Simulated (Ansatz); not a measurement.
## Ideal shear of a crystal plane in Te$_{2}$Mo

Method: DFT PBE, scalar-relativistic, plane waves, PAW in Ansatz. The runs took a 420 eV cutoff, a Γ-centred 9×9×2 mesh and Gaussian smearing (0.05 eV). No spin polarisation. Energies are free energies at this smearing, counted from the undisturbed cell; pressure is positive in compression.

Reference structure (relaxed at this level):

```
CELL_PARAMETERS angstrom
-1.77853 -3.08051 0.00000
1.77853 -3.08051 0.00000
0.00000 0.00000 15.20472
ATOMIC_POSITIONS crystal
Te 0.66667 0.66667 0.13109
Te 0.33333 0.33333 0.63109
Te 0.66667 0.66667 0.36891
Te 0.33333 0.33333 0.86891
Mo 0.66667 0.66667 0.75000
Mo 0.33333 0.33333 0.25000
```

The cell holds layers and no dispersion correction was added, so their binding is poorly described.

The cut lies on the cell's a–b face, a (0 0 1) plane (indices in the standard cell, whose axes needn't be the Cartesian ones shown) of area 10.96 Å², between layers 3.99 Å apart. Vector c is tilted by f times 1·a + 1·b (length 6.161 Å) with the atoms' Cartesian places fixed: one unrelaxed fault a cell. The traction is dγ/du, the slope of γ against the slip u in Å.

| f | γ (mJ/m²) | traction (GPa) |
| --- | --- | --- |
| 0.0000 | 0 | 0.0 |
| 0.0833 | 7 | 0.2 |
| 0.1667 | 17 | 0.2 |
| 0.2500 | 22 | 0.0 |
| 0.3333 | 21 | 0.0 |
| 0.4167 | 25 | 0.2 |
| 0.5000 | 42 | 0.4 |
| 0.5833 | 65 | 0.4 |
| 0.6667 | 76 | 0.0 |
| 0.7500 | 64 | -0.5 |
| 0.8333 | 35 | -0.6 |
| 0.9167 | 9 | -0.4 |

Task: Read off the first barrier and the stress needed to climb it, and compare with Frenkel's sinusoid.

Result: The first sampled maximum lies at f = 0.250, a slip of 1.54 Å, with γ ≈ 22 mJ/m², which stands in for the unstable fault energy γ_us, and the steepest sampled slope before it is 0.2 GPa. A sinusoid γ = γ_us sin²(πu/λ) with its maximum there has λ = 3.08 Å and a largest slope πγ_us/λ = 0.2 GPa (1 mJ/m² per Å = 0.01 GPa).

Task: Is there a metastable fault on this line?

Result: The samples dip to a local minimum of 21 mJ/m² at f = 0.333. If it survives relaxation and slip across the line, it is a planar fault that lets a dislocation split into partials, more widely the lower its energy (an antiphase boundary, where the slip puts unlike atoms in each other's places).

The cut is rigid; relaxing the faces lowers these energies and usually the stresses.

Cost: 12 runs of about 5 core-minutes in all, on Arm Neoverse V2 (shared hosts).